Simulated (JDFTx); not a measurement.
AlN: equation of state with PBEsol

The system is AlN.

```
Al N
1.0
     0.00000    2.18399    2.18399
     2.18399    0.00000    2.18399
     2.18399    2.18399    0.00000
Al N
1 1
Direct
  0.00000 0.00000 0.00000
  0.25000 0.25000 0.25000
```

Measurements of this composition are mostly on another form, of space group No. 186.

```
Program             : JDFTx 1.7.0 (patched build)
Task                : equation of state
Functional          : PBEsol
Potentials or basis : PseudoDojo-SR-PBEsol-0.4.1-standard
Cutoff              : 1143 eV
Density cutoff      : 9143 eV
k mesh              : 10 × 10 × 10
Occupations         : fermi-dirac, width 0.05 eV
Spin                : no spin polarisation
```

```json
{
  "Equilibrium volume": "10.48 Å³/atom",
  "Bulk modulus": "201 GPa",
  "Pressure derivative of the bulk modulus": "3.9"
}
```

Energy against volume, from the lowest point:
```tsv
volume (Å³/atom)	energy (meV/atom)
9.792	31.37
10.001	14.61
10.209	4.35
10.417	0.00
10.626	1.00
10.834	6.85
11.042	17.10
```
